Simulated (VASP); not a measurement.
Wanted: the native input for a VASP 6.6.1 run.

* Task: relaxation of the atoms
* Functional: PBE
* Dispersion: D3(BJ)
* Potentials or basis: VASP PAW PBE potentials, release 64 (Ag)
* Cutoff: 520 eV
* k mesh: 13 × 13 × 1
* Occupations: methfessel-paxton, width 0.1 eV
* Spin: no spin polarisation
* Dipole correction: yes
* Further INCAR settings: ALGO = Normal; EDIFF = 1e-07; IBRION = 2; EDIFFG = -0.02; NSW = 90

The structure of Ag lies in POSCAR:

```
Ag
1.0
    2.9749537400      0.0000000000      0.0000000000
   -1.4874769200      2.5763856000      0.0000000000
    0.0000000000      0.0000000000     28.1360352100
Ag
4
Direct
    0.3333330000      0.6666670000      0.3800675000
    1.0000000000      0.0000000000      0.4600201200
    0.6666660000      0.3333340000      0.5399798800
    0.3333330000      0.6666670000      0.6199325000
```

The cell was built by a generator and needn't be a form met in nature.

The input as run:

INCAR

```
SYSTEM = Ag
PREC     = Accurate       ! precision mode
ENCUT    = 520            ! plane-wave cutoff, eV
EDIFF    = 1E-7           ! SCF threshold, eV
ISMEAR   = 1              ! smearing method
SIGMA    = 0.1            ! smearing width, eV
LREAL    = .FALSE.        ! projectors in reciprocal space
LASPH    = .TRUE.         ! aspherical terms in the spheres
NELM     = 120            ! most SCF steps
ALGO     = Normal         ! electronic algorithm
ISIF     = 2              ! what is computed and relaxed
LWAVE    = .FALSE.        ! write WAVECAR
LCHARG   = .FALSE.        ! write CHGCAR
LDIPOL   = .TRUE.       
IDIPOL   = 3            
DIPOL    = 0.5 0.5 0.500
GGA      = PE             ! functional
IVDW     = 12             ! dispersion correction
IBRION   = 2              ! ionic algorithm
NSW      = 90             ! ionic steps
EDIFFG   = -0.02          ! ionic threshold
KPAR     = 2
```

KPOINTS

```
Automatic mesh
0
G
  13 13 1
  0 0 0
```

Potentials or basis: VASP PAW PBE potentials, release 64 (Ag).

Run with:

```bash
$ cat potpaw_PBE.64/Ag/POTCAR > POTCAR
$ mpirun -np 2 vasp_std > vasp.out
```

It gave:

* Energy gained by relaxing: 4.8 meV/atom
* Ionic steps: 7
* Largest force after relaxing: 0.013 eV/Å
* Band gap on the k mesh: none (metal or under the smearing width)
* Dispersion energy per atom: -0.428 eV

Run time: 2.8 min on 2 MPI ranks on Intel(R) Xeon(R) 6975P-C (Granite Rapids), on a shared host, peak memory 0.4 GiB a rank.
